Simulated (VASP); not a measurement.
# ZrC (Fm-3m) in VASP: notebook

The runs below take ZrC through single point, relaxation of cell and atoms, with LDA.

Program: VASP 6.6.1. These are calculated values, not measurements. Logs are shortened: lines on timing, memory, paths and dates and some standing lists are left out, and cuts for length are marked.

### Step 1. The cell of the first run

Symmetry: Fm-3m, No. 225, cubic system. The conventional cell has a = 4.642 Å, b = 4.642 Å, c = 4.642 Å, α = 90.00°, β = 90.00°, γ = 90.00°. Zr (site symmetry m-3m) has 6 C at 2.32 Å as nearest neighbours. C (site symmetry m-3m) is surrounded by 6 Zr at 2.32 Å.

### Step 2. Single point, LDA (cell and atoms relaxed by PAW)

Contents of INCAR:

```
SYSTEM = ZrC
ALGO = Normal
EDIFF = 1E-6
ENCUT = 520
ISIF = 2
ISMEAR = -1
LASPH = .True.
LCHARG = .True.
LELF = .True.
LREAL = .False.
LVHAR = .True.
LWAVE = .False.
NBANDS = 15
NELM = 100
PREC = Accurate
SIGMA = 0.1
```

Contents of KPOINTS:

```
k-points
0
Gamma
  12 12 12
  0 0 0
```

Contents of POSCAR:

```
ZrC
1.0
    0.0000000000      2.3208974534      2.3208974534
    2.3208974534      0.0000000000      2.3208974534
    2.3208974534      2.3208974534      0.0000000000
Zr C
1 1
Direct
    0.5000000000      0.5000000000      0.5000000000
    0.0000000000      0.0000000000      0.0000000000
```

Potentials or basis: VASP PAW LDA potentials, release 64 (Zr_sv, C).

On the command line:

```console
$ cat potpaw_LDA.64/Zr_sv/POTCAR potpaw_LDA.64/C/POTCAR > POTCAR
$ mpirun -np 1 vasp_std > vasp.out
```

OUTCAR:

```text
SYSTEM = ZrC
   EDIFF = 1E-6
   ENCUT = 520
   ISIF = 2
   ISMEAR = -1
   LASPH = .True.
   LREAL = .False.
   NELM = 100
   PREC = Accurate

 ion  position               nearest neighbor table
   1  0.500  0.500  0.500-   2 2.32   2 2.32   2 2.32   2 2.32   2 2.32   2 2.32
   2  0.000  0.000  0.000-   1 2.32   1 2.32   1 2.32   1 2.32   1 2.32   1 2.32

  LATTYP: Found a face centered cubic cell.
 ALAT       =     4.6417949068

  Lattice vectors:

 A1 = (   0.0000000000,   2.3208974534,   2.3208974534)
 A2 = (   2.3208974534,   0.0000000000,   2.3208974534)
 A3 = (   2.3208974534,   2.3208974534,   0.0000000000)

Analysis of symmetry for initial positions (statically):
=====================================================================
 Subroutine PRICEL returns:
 Original cell was already a primitive cell.

 Routine SETGRP: Setting up the symmetry group for a
 face centered cubic supercell.

 Subroutine GETGRP returns: Found 48 space group operations
 (whereof 48 operations were pure point group operations)
 out of a pool of 48 trial point group operations.

The static configuration has the point symmetry O_h .

Analysis of symmetry for dynamics (positions and initial velocities):
=====================================================================
 Subroutine PRICEL returns:
 Original cell was already a primitive cell.

 Routine SETGRP: Setting up the symmetry group for a
 face centered cubic supercell.

 Subroutine GETGRP returns: Found 48 space group operations
 (whereof 48 operations were pure point group operations)
 out of a pool of 48 trial point group operations.

The dynamic configuration has the point symmetry O_h .

 Subroutine INISYM returns: Found 48 space group operations
 (whereof 48 operations are pure point group operations),
 and found     1 'primitive' translations

----------------------------------------------------------------------------------------

                                     Primitive cell

  volume of cell :      25.0033

  direct lattice vectors                    reciprocal lattice vectors
     0.000000000  2.320897453  2.320897453    -0.215433904  0.215433904  0.215433904
     2.320897453  0.000000000  2.320897453     0.215433904 -0.215433904  0.215433904
     2.320897453  2.320897453  0.000000000     0.215433904  0.215433904 -0.215433904

  length of vectors
     3.282244655  3.282244655  3.282244655     0.373142468  0.373142468  0.373142468

  position of ions in fractional coordinates (direct lattice)
     0.500000000  0.500000000  0.500000000
     0.000000000  0.000000000  0.000000000

  ion indices of the primitive-cell ions
   primitive index   ion index
                 1           1
                 2           2

----------------------------------------------------------------------------------------

 KPOINTS: k-points

Automatic generation of k-mesh.
 Grid dimensions read from file:
 generate k-points for:   12   12   12

 Generating k-lattice:

  Cartesian coordinates                     Fractional coordinates (reciprocal lattice)
    -0.017952825  0.017952825  0.017952825     0.083333333  0.000000000  0.000000000
     0.017952825 -0.017952825  0.017952825     0.000000000  0.083333333  0.000000000
     0.017952825  0.017952825 -0.017952825     0.000000000  0.000000000  0.083333333

  Length of vectors
     0.031095206  0.031095206  0.031095206

  Shift w.r.t. Gamma in fractional coordinates (k-lattice)
     0.000000000  0.000000000  0.000000000

 Subroutine IBZKPT returns following result:
 ===========================================

 Found     72 irreducible k-points:

 Following reciprocal coordinates:
            Coordinates               Weight
  0.000000  0.000000  0.000000      1.000000
  0.083333  0.000000  0.000000      8.000000
  0.166667  0.000000  0.000000      8.000000
  0.250000  0.000000  0.000000      8.000000
  0.333333  0.000000  0.000000      8.000000
  0.416667  0.000000  0.000000      8.000000
[... 16 lines left out ...]
  0.500000  0.166667  0.000000     24.000000
 -0.416667  0.166667  0.000000     24.000000
 [... further k-points ...]
   k-points           NKPTS =     72   k-points in BZ     NKDIM =     72   number of bands    NBANDS=     15
   number of dos      NEDOS =    301   number of ions     NIONS =      2
   total plane-waves  NPLWV =  13824
   dimension x,y,z NGX =    24 NGY =   24 NGZ =   24
   dimension x,y,z NGXF=    48 NGYF=   48 NGZF=   48
   ions per type =               1   1
   NGX,Y,Z   is equivalent  to a cutoff of  12.16, 12.16, 12.16 a.u.
   NGXF,Y,Z  is equivalent  to a cutoff of  24.31, 24.31, 24.31 a.u.
 SYSTEM =  ZrC
   PREC   = accura    normal or accurate (medium, high low for compatibility)
   ISTART =      0    job   : 0-new  1-cont  2-samecut
   ICHARG =      2    charge: 1-file 2-atom 10-const
   ISPIN  =      1    spin polarized calculation?
   LNONCOLLINEAR =      F non collinear calculations
   LSORBIT =      F    spin-orbit coupling
   LASPH  =      T    aspherical Exc in radial PAW
   ENCUT  =  520.0 eV  38.22 Ry    6.18 a.u.   6.10  6.10  6.10*2*pi/ulx,y,z
   NELM   =    100;   NELMIN=  2; NELMDL= -5     # of ELM steps
   EDIFF  = 0.1E-05   stopping-criterion for ELM
   LREAL  =      F    real-space projection
   EDIFFG = 0.1E-04   stopping-criterion for IOM
   NSW    =      0    number of steps for IOM
   IBRION =     -1    ionic relax: 0-MD 1-quasi-New 2-CG
   NFREE  =      0    steps in history (QN), initial steepest desc. (CG)
   ISIF   =      2    stress and relaxation
   ISYM   =      2    0-nonsym 1-usesym 2-fastsym
   POTIM  = 0.5000    time-step for ionic-motion
   TEBEG  =    0.0;   TEEND  =   0.0 temperature during run
   PSTRESS=    0.0 pullay stress
   NELECT =      16.0000    total number of electrons
   NUPDOWN=      -1.0000    fix difference up-down
   EMIN   =  10.00;   EMAX   =-10.00  energy-range for DOS
   EFERMI =   0.00;   METHOD = LEGACY
   ISMEAR =    -1;   SIGMA  =   0.10  broadening in eV -4-tet -1-fermi 0-gaus
   EFERMI_NEDOS =   21; number of points for ismear=-14 and -15
   IALGO  =     38    algorithm
   IMIX   =      4    mixing-type and parameters
     AMIX     =   0.40;   BMIX     =  1.00
     AMIX_MAG =   1.60;   BMIX_MAG =  1.00
  volume/ion in A,a.u.               =      12.50        84.37
  Fermi-wavevector in a.u.,A,eV,Ry     =   1.410746  2.665924 27.078379  1.990205
  Thomas-Fermi vector in A             =   2.532668
   LORBIT       =      0    0 simple, 1 ext, 2 COOP (PROOUT), +10 PAW based schemes
   GGA     = CA    functional components
   LHFCALC =     F    Hartree Fock is set to
   AEXX    =    0.0000 exact exchange contribution
   IVDW    =     0    specifies the selected vdW correction
   LEPSILON=     F    determine dielectric tensor
   LRPA    =     F    only Hartree local field effects (RPA)
 non-spin polarized calculation
  energy-cutoff  :      520.00
  volume of cell :       25.00
 maximum number of plane-waves:       692
   NGX = 13   NGY = 13   NGZ = 13

 number of electron      16.0000000 magnetization

 Free energy of the ion-electron system (eV)
  ---------------------------------------------------
  ext. energy  EPLUGINS =         0.00000000
  ---------------------------------------------------
  free energy    TOTEN  =       -21.28222909 eV

  energy without entropy =      -21.27129822  energy(sigma->0) =      -21.27676366

 E-fermi :   9.9026     XC(G=0): -12.5426

 val. band max:        9.8899445347   @ k =   0.4167   0.4167   0.0000
 cond. band min:       9.9308917560   @ k =   0.1667   0.1667   0.0000
 fundamental gap:      0.0409472213
 Fermi energy:         9.9025665367

 k-point     1 :       0.0000    0.0000    0.0000
  band No.  band energies     occupation
      1     -37.7732      2.00000
      2     -15.6047      2.00000
      3     -15.6047      2.00000
      4     -15.6047      2.00000
      5      -1.3904      2.00000
      6      10.8410      0.00017
      7      10.8410      0.00017
      8      10.8410      0.00017
      9      10.9377      0.00006
     10      10.9377      0.00006
     11      10.9377      0.00006
     12      12.7953      0.00000
     13      12.7953      0.00000
     14      17.7214      0.00000
     15      20.4185      0.00000

 k-point     2 :       0.0833    0.0000    0.0000
  band No.  band energies     occupation
      1     -37.7650      2.00000
      2     -15.6775      2.00000
      3     -15.6109      2.00000
      4     -15.6109      2.00000
      5      -1.2203      2.00000
      6       9.7458      1.65502
      7      10.0036      0.53384
      8      10.0036      0.53384
      9      11.2558      0.00000
     10      11.2558      0.00000
     11      11.6903      0.00000
     12      13.6576      0.00000
     13      13.6576      0.00000
     14      18.0400      0.00000
     15      20.8727      0.00000

 k-point     3 :       0.1667    0.0000    0.0000
  band No.  band energies     occupation
      1     -37.7424      2.00000
      2     -15.8710      2.00000
      3     -15.6277      2.00000
      4     -15.6277      2.00000
      5      -0.7417      2.00000
      6       8.4226      2.00000
      7       8.9419      1.99987
      8       8.9419      1.99987
      9      11.7488      0.00000
     10      11.7488      0.00000
     11      12.2196      0.00000
     12      15.2237      0.00000
     13      15.2237      0.00000
     14      18.7802      0.00000
     15      22.0397      0.00000
[... 343 lines left out ...]
 k-point    23 :       0.5000    0.1667    0.0000
  band No.  band energies     occupation
      1     -37.6386      2.00000
      2     -16.4900      2.00000
      3     -15.8444      2.00000
      4     -15.7568      2.00000
      5       1.2611      2.00000
      6       5.2993      2.00000
      7       7.1778      2.00000
      8       7.4057      2.00000
      9      12.6618      0.00000
     10      14.7949      0.00000
     11      15.3406      0.00000
     12      18.2234      0.00000
     13      18.7835      0.00000
     14      20.4928      0.00000
     15      23.7034      0.00000

 k-point    24 :      -0.4167    0.1667    0.0000
  band No.  band energies     occupation
      1     -37.6365      2.00000
      2     -16.5004      2.00000
      3     -15.8785      2.00000
      4     -15.7322      2.00000
      5       1.4228      2.00000
      6       5.1064      2.00000
      7       7.1398      2.00000
      8       7.2418      2.00000
      9      13.6883      0.00000
     10      14.2790      0.00000
     11      14.8848      0.00000
     12      18.2432      0.00000
     13      19.6170      0.00000
     14      20.0204      0.00000
     15      23.6159      0.00000

 [... further k-points ...]

------------------------ aborting loop because EDIFF is reached ----------------------------------------

  FORCE on cell =-STRESS in cart. coord.  units (eV):
  Direction    XX          YY          ZZ          XY          YZ          ZX
  --------------------------------------------------------------------------------------
  -------------------------------------------------------------------------------------
  Total        0.1014649      0.1014649      0.1014649      0.0000000     -0.0000000      0.0000000
  in kB        6.5017275      6.5017275      6.5017275      0.0000000     -0.0000000      0.0000000
  external PRESSURE =       6.5017275 kB  Pullay stress =       0.0000000 kB

 VOLUME and BASIS-vectors are now :
 -----------------------------------------------------------------------------
  energy-cutoff  :      520.00
  volume of cell :       25.00
      direct lattice vectors                 reciprocal lattice vectors
     0.000000000  2.320897453  2.320897453    -0.215433904  0.215433904  0.215433904
     2.320897453  0.000000000  2.320897453     0.215433904 -0.215433904  0.215433904
     2.320897453  2.320897453  0.000000000     0.215433904  0.215433904 -0.215433904

 POSITION                                       TOTAL-FORCE (eV/Angst)
 -----------------------------------------------------------------------------------
      2.32090      2.32090      2.32090        -0.000000      0.000000     -0.000000
      0.00000      0.00000      0.00000         0.000000     -0.000000      0.000000
 -----------------------------------------------------------------------------------
    total drift:                                0.000000     -0.000000      0.000000

  FREE ENERGIE OF THE ION-ELECTRON SYSTEM (eV)
  ---------------------------------------------------
  free  energy   TOTEN  =       -21.2822290909 eV

  energy  without entropy=      -21.2712982206  energy(sigma->0) =      -21.27676366
```

It took 23 s on 1 thread of Intel Xeon Platinum 8488C (Sapphire Rapids), shared host; peak memory 0.15 GiB.

What came out:

* Free energy: -21.2822 eV
* Pressure: 0.7 GPa
* Band gap on the k mesh: none (metal or under the smearing width)

### Step 3. Relaxation of cell and atoms, LDA (cell and atoms relaxed by PAW)

Contents of INCAR:

```
SYSTEM = ZrC
  PREC = Accurate
  ENCUT = 600
  EDIFF = 1E-6
  ISMEAR = -1
  SIGMA = 0.1
  LREAL = .False.
  LASPH = .True.
  NELM = 100
  ALGO = Fast
  ISIF = 3
  LWAVE = .False.
  LCHARG = .False.
  IBRION = 2
  NSW = 100
  EDIFFG = -0.002
```

Contents of KPOINTS:

```
regular mesh
0
Gamma
  12 12 12
  0 0 0
```

Contents of POSCAR:

```
ZrC
1.0
    0.0000000000      2.3650000000      2.3650000000
    2.3650000000      0.0000000000      2.3650000000
    2.3650000000      2.3650000000      0.0000000000
Zr C
1 1
Direct
    0.5000000000      0.5000000000      0.5000000000
    0.0000000000      0.0000000000      0.0000000000
```

Potentials or basis: VASP PAW LDA potentials, release 64 (Zr_sv, C).

On the command line:

```console
$ cat potpaw_LDA.64/Zr_sv/POTCAR potpaw_LDA.64/C/POTCAR > POTCAR
$ mpirun -np 1 vasp_std > vasp.out
```

Run time: 3.7 min. Hardware: 1 thread of Intel Xeon Platinum 8488C (Sapphire Rapids), shared host; peak memory 0.17 GiB.

The run converged. Its results:

* Free energy: -21.2849 eV
* Relaxed volume: 12.53 Å³/atom
* Relaxed cell: a = 3.285 Å, b = 3.285 Å, c = 3.285 Å, α = 60.00°, β = 60.00°, γ = 60.00°
* Space group after relaxing (to 0.05 Å): Fm-3m (No. 225)
* Energy gained by relaxing: 27.3 meV/atom
* Ionic steps: 8
* Pressure after relaxing: 0.0 GPa
* Band gap on the k mesh: none (metal or under the smearing width)

Step by step:
```
step  energy change (eV)  largest force (eV/Å)  pressure (GPa)  volume (Å³)
   1              0.0000                0.0000          -11.95        26.46
   2              0.1191                0.0000           27.25        22.85
   3             -0.0546                0.0000           -0.36        25.10
   4             -0.0546                0.0000           -0.09        25.06
   5             -0.0546                0.0000            0.18        25.04
   6             -0.0546                0.0000           -0.16        25.08
   7             -0.0546                0.0000           -0.04        25.06
   8             -0.0546                0.0000            0.02        25.06
```

Final structure:
```
Zr C
1.0
     0.00000    2.32252    2.32252
     2.32252    0.00000    2.32252
     2.32252    2.32252    0.00000
Zr C
1 1
Direct
  0.50000 0.50000 0.50000
  0.00000 0.00000 0.00000
```

Levels at points of the mesh, in eV from the Fermi level:
```csv
k point,band 6,band 7,band 8,band 9,band 10,band 11
"(0.00, 0.00, 0.00)",0.94,0.94,0.94,1.04,1.04,1.04
"(0.50, 0.00, 0.00)",-5.46,-3.07,-3.07,4.64,4.64,5.50
"(0.50, 0.50, 0.00)",-1.97,-1.94,0.10,0.10,4.63,5.88
```
